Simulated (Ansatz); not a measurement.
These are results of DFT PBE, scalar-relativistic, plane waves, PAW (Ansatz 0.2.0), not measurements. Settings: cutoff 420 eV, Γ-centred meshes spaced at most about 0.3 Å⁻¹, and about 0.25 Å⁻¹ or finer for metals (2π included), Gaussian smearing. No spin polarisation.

Each guess is relaxed in cell and atoms at zero pressure, on a coarse mesh first where it starts far from rest and then on a converged one. The steps can't lower the symmetry of the start, but it can rise. Energies are static (0 K, no zero-point motion).

Two unrelaxed guesses for SnGe5:

A.

```yaml
crystal:
  lattice:
    - [6.20215, 0.00000, 0.00000]
    - [-3.10107, 5.37122, 0.00000]
    - [0.00000, 0.00000, 4.21292]
  atoms:
    - { symbol: Sn, position: [0.00000, 0.00000, 0.00000] }
    - { symbol: Ge, position: [0.55181, 0.00000, 0.00000] }
    - { symbol: Ge, position: [0.00000, 0.55181, 0.00000] }
    - { symbol: Ge, position: [0.44819, 0.44819, 0.00000] }
    - { symbol: Ge, position: [0.33333, 0.66667, 0.00000] }
    - { symbol: Ge, position: [0.66667, 0.33333, 0.00000] }
```

B.

```yaml
crystal:
  lattice:
    - [3.08440, 0.00000, 0.00000]
    - [0.00000, 4.36199, 0.00000]
    - [0.00000, 0.00000, 9.25319]
  atoms:
    - { symbol: Sn, position: [0.50000, 0.50000, 0.50000] }
    - { symbol: Ge, position: [0.00000, 0.00000, 0.66667] }
    - { symbol: Ge, position: [0.50000, 0.50000, 0.83333] }
    - { symbol: Ge, position: [0.00000, 0.00000, 0.00000] }
    - { symbol: Ge, position: [0.50000, 0.50000, 0.16667] }
    - { symbol: Ge, position: [0.00000, 0.00000, 0.33333] }
```

Question: Do they relax into the same structure? If not, which is lower?

Answer: No. B ends lower, by 13 meV/atom. A: P-62m at 23.4 Å³/atom → P-62m at 25.6 Å³/atom; B: Pmmm at 20.7 Å³/atom → Pmmm at 20.8 Å³/atom. Counting Ge atoms around Sn (those within 1.25 times the shortest such distance or 1.15 times the sum of covalent radii; the shortest distance is added where it is long for a bond), the end of A has Sn 3 and the end of B has Sn 10 from 3.2 Å. End of A. Conventional cell: a = 7.899 Å, c = 2.846 Å. Sn is surrounded by 3 Ge at 2.79 Å and 2 Sn at 2.85 Å; around Ge on a site of symmetry m2m lie 2 Ge at 2.56 Å, 1 Sn at 2.79 Å and 2 Ge at 2.85 Å; around Ge on a site of symmetry -6 lie 3 Ge at 2.56 Å and 2 Ge at 2.85 Å. End of B. Conventional cell: a = 3.313 Å, b = 3.705 Å, c = 10.174 Å. Sn has 8 Ge at 3.20 Å, 2 Sn at 3.31 Å, 2 Ge at 3.44 Å and 2 Sn at 3.71 Å; Ge on a site of symmetry mm2 has 8 Ge at 2.87–2.98 Å, 3 Ge at 3.29–3.31 Å, 1 Sn at 3.44 Å and 2 Ge at 3.71 Å; around Ge on a second site of symmetry mm2 lie 4 Ge at 2.87 Å, 1 Ge at 3.07 Å, 4 Sn at 3.20 Å and 2 Ge at 3.31 Å; 1 more site not described.

Ends held by symmetry can be saddle points. Even the lowest of the cells shown lies +0.28 eV/atom against the elements. The k mesh leaves some 4 meV/atom of noise in the energy of each metallic cell. Some structure types and database cells were kept out of the candidates from the start, so a known form may be missing.
